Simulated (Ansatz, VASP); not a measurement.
Y in VASP and in Ansatz

```xyz
1
Lattice="0.0000 2.4850 2.4850 2.4850 0.0000 2.4850 2.4850 2.4850 0.0000" Properties=species:S:1:pos:R:3 pbc="T T T"
Y     0.0000    0.0000    0.0000
```

Alike in both runs: task single point; functional r2SCAN; k mesh 6 × 6 × 6; occupations gaussian, width 0.1 eV; no spin polarisation.

|  | VASP | Ansatz |
| --- | --- | --- |
| version | VASP 6.6.1 | Ansatz 0.2.0 |
| potentials or method | VASP PAW PBE potentials, release 64 (Y_sv) | scalar-relativistic, plane waves, PAW |
| plane-wave cutoff (eV) | 520 | 500 |
| valence electrons in the cell | 11 | 11 |

Ansatz gave:

| Quantity | Value |
| --- | --- |
| gap on the k mesh at the Fermi level (eV) | none |
| pressure (GPa) | 3.4 |

Which values does VASP return?

gap on the k mesh at the Fermi level (eV): none; pressure (GPa): 3.5.

A gap of «none» marks a metal or a gap that the smearing closes. The functional is the same, so the differences come from potentials, cutoffs and numerics.

Caveats: the k mesh is coarse (spacing up to 0.36 Å⁻¹), so the values aren't converged; the PAW data sets were made with another functional, which shifts forces and pressure a little (VASP).
